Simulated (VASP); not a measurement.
## ZnS in VASP 6.6.1, single-point calculation

INCAR

```
PREC = Accurate
NELM = 77
ISMEAR = -1
LDAUU = 2.0 0
NBANDS = 16
LREAL = .FALSE.
NSW = 0
LDAUL = 2 -1
ENCUT = 520
ISIF = 2
LDAUTYPE = 2
SIGMA = 0.02
LDAU = .TRUE.
LCHARG = .FALSE.
LWAVE = .FALSE.
LASPH = .TRUE.
IBRION = -1
GGA = PE
LDAUJ = 0 0
LMAXMIX = 4
EDIFF = 1E-7
```

KPOINTS

```
KPOINTS created by Atomic Simulation Environment
0
Gamma
6 6 6
0 0 0
```

POSCAR

```
Zn S
 1.0000000000000000
     0.0592605148000000    2.6994646297000000    2.6994646297000000
     2.6994646297000000    0.0592605148000000    2.6994646297000000
     2.6994646297000000    2.6994646297000000    0.0592605148000000
 Zn  S
   1   1
Cartesian
  0.0111027799078789  0.0111027799078789  0.0111027799078789
  1.3534446636421211  1.3534446636421211  1.3534446636421211
```

The recommended PBE PAW datasets give the neutral cell 18 valence electrons.

Command

```
mpirun -np 1 vasp_std
```

OSZICAR

```
N       E                     dE             d eps       ncg     rms          rms(c)
DAV:   1     0.900137060709E+02    0.90014E+02   -0.90634E+03  1024   0.137E+03
DAV:   2    -0.114623547916E+01   -0.91160E+02   -0.84796E+02  1136   0.264E+02
DAV:   3    -0.698923829953E+01   -0.58430E+01   -0.58197E+01  1296   0.658E+01
DAV:   4    -0.704694715923E+01   -0.57709E-01   -0.57698E-01  1192   0.674E+00
DAV:   5    -0.704753161116E+01   -0.58445E-03   -0.58444E-03  1352   0.637E-01    0.783E+00
DAV:   6    -0.667361373642E+01    0.37392E+00   -0.64119E-01  1536   0.257E+01    0.586E+00
DAV:   7    -0.665141036179E+01    0.22203E-01   -0.22028E-01  1224   0.393E+00    0.275E+00
DAV:   8    -0.665168312553E+01   -0.27276E-03   -0.50468E-03  1216   0.803E-01    0.669E-01
DAV:   9    -0.665191238019E+01   -0.22925E-03   -0.12970E-03  1288   0.280E-01    0.865E-02
DAV:  10    -0.665205209149E+01   -0.13971E-03   -0.15926E-04  1224   0.115E-01    0.386E-02
DAV:  11    -0.665205818249E+01   -0.60910E-05   -0.29245E-05  1256   0.638E-02    0.969E-03
DAV:  12    -0.665205917486E+01   -0.99237E-06   -0.21317E-06  1288   0.192E-02    0.208E-03
DAV:  13    -0.665205916052E+01    0.14349E-07   -0.48978E-07  1288   0.732E-03
   1 F= -.66520592E+01 E0= -.66520592E+01  d E =-.140709E-11
```

Standard output (part)

```
POSCAR found type information on POSCAR ZnS
 POSCAR found :  2 types and       2 ions
 LDA part: xc-table for (Slater+PW92), standard interpolation
 POSCAR, INCAR and KPOINTS ok, starting setup
 WAVECAR not read
 entering main loop
```

From OUTCAR

```
k-points           NKPTS =     32   k-points in BZ     NKDIM =     32   number of bands    NBANDS=     16

   NELECT =      18.0000    total number of electrons

   dimension x,y,z NGX =    28 NGY =   28 NGZ =   28
   dimension x,y,z NGXF=    56 NGYF=   56 NGZF=   56

  energy-cutoff  :      520.00
  volume of cell :       38.05
      direct lattice vectors                 reciprocal lattice vectors
     0.059260515  2.699464630  2.699464630    -0.191435421  0.187323173  0.187323173
     2.699464630  0.059260515  2.699464630     0.187323173 -0.191435421  0.187323173
     2.699464630  2.699464630  0.059260515     0.187323173  0.187323173 -0.191435421

 k-points in reciprocal lattice and weights: KPOINTS created by Atomic Simulation Env
   0.00000000  0.00000000  0.00000000       0.005
   0.16666667  0.00000000  0.00000000       0.028
   0.33333333  0.00000000 -0.00000000       0.028
   0.50000000  0.00000000  0.00000000       0.014
   0.16666667  0.16666667 -0.00000000       0.028
   0.33333333  0.16666667 -0.00000000       0.056
   0.50000000  0.16666667 -0.00000000       0.056
  -0.33333333  0.16666667  0.00000000       0.056
   ...

 E-fermi :   2.8526

 k-point     1 :       0.0000    0.0000    0.0000
  band No.  band energies     occupation
      1     -10.9356      2.00000
      2      -4.7805      2.00000
      3      -4.7615      2.00000
      4      -4.7615      2.00000
      5      -4.2745      2.00000
      6      -4.2745      2.00000
      7       2.1972      2.00000
      8       2.4016      2.00000
      9       2.4016      2.00000
     10       4.7238      0.00000
     11       8.5850      0.00000
     12       9.0031      0.00000
     13       9.0031      0.00000
     14      14.1109      0.00000
     15      14.1109      0.00000
     16      14.5493      0.00000

 k-point     2 :       0.1667    0.0000    0.0000
  band No.  band energies     occupation
      1     -10.7210      2.00000
      2      -4.7491      2.00000
      3      -4.7278      2.00000
      4      -4.7276      2.00000
      5      -4.2784      2.00000
      6      -4.2750      2.00000
      7       0.6636      2.00000
      8       1.9684      2.00000
      9       2.1441      2.00000
     10       5.7771      0.00000
     11       8.9084      0.00000
     12       9.1104      0.00000
     13       9.3869      0.00000
     14      13.1980      0.00000
     15      13.3843      0.00000
     16      15.2443      0.00000

 k-point     3 :       0.3333    0.0000   -0.0000
  band No.  band energies     occupation
      1     -10.2367      2.00000
      2      -4.6783      2.00000
      3      -4.6726      2.00000
      4      -4.5145      2.00000
      5      -4.2689      2.00000
      6      -4.2585      2.00000
      7      -1.6672      2.00000
      8       1.5320      2.00000
      9       1.7006      2.00000
     10       5.9040      0.00000
     11       9.3354      0.00000
     12       9.4965      0.00000
     13      10.4621      0.00000
     14      13.7495      0.00000
     15      14.2196      0.00000
     16      14.3544      0.00000

 ...

  Total        0.9756306      0.9756306      0.9756306     -0.2581703     -0.2581703     -0.2581703
  in kB       41.0839659     41.0839659     41.0839659    -10.8715937    -10.8715937    -10.8715937
  external PRESSURE =      41.0839659 kB  Pullay stress =       0.0000000 kB

 POSITION                                       TOTAL-FORCE (eV/Angst)
 -----------------------------------------------------------------------------------
      0.01110      0.01110      0.01110         0.002941      0.002941      0.002941
      1.35344      1.35344      1.35344        -0.002941     -0.002941     -0.002941
 -----------------------------------------------------------------------------------
    total drift:                               -0.000012     -0.000012     -0.000011

  FREE ENERGIE OF THE ION-ELECTRON SYSTEM (eV)
  ---------------------------------------------------
  free  energy   TOTEN  =        -6.6520591605 eV

  energy  without entropy=       -6.6520591605  energy(sigma->0) =       -6.65205916
```

It converged. Results: gap between bands v and c on the k mesh 2.32 eV; least direct gap on the k mesh 2.32 eV; pressure 4.1 GPa. Band v is the last that the valence electrons fill when counted band by band, and c is the next.

For comparison, a separate PBE run of the intended cell, on usual settings and not on those above, gives a gap of 2.18 eV on its mesh and a pressure of 4.8 GPa.

The run above took about 15 s on one core of a shared host (Intel Xeon Platinum 8488C) and held 0.16 GiB at most.
